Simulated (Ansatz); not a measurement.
**Pt in Ansatz: the effect of functional**

Pt:

```
Pt
1.0
     0.00000    1.96090    1.96090
     1.96090    0.00000    1.96090
     1.96090    1.96090    0.00000
Pt
1
Direct
  0.00000 0.00000 0.00000
```

Alike in all runs:

```yaml
Program: Ansatz 0.2.0
Task: band structure
Potentials_or_basis: Ansatz PAW
k_mesh: 7 × 7 × 7
Occupations: fermi-dirac, width 0.05 eV
Spin: no spin polarisation
```

```csv
functional,cutoff,pressure (GPa)
LDA,420 eV (not typed: the program's choice for these potentials),-4.6
PBE,420 eV (not typed: the program's choice for these potentials),11.7
PBEsol,420 eV (not typed: the program's choice for these potentials),0.9
RPBE,420 eV (not typed: the program's choice for these potentials),15.9
revPBE,420 eV (not typed: the program's choice for these potentials),?
BLYP,420 eV (not typed: the program's choice for these potentials),26.8
r2SCAN,500 eV (not typed: the program's choice for these potentials),5.4
```

Task: What does the run with functional revPBE give?

Result: Pressure 14.7 GPa.

Caveats: all runs use coarse meshes; the PAW data sets come from PBE, with cores solved anew for the run's functional, which leaves a small shift of forces and pressure (some runs).
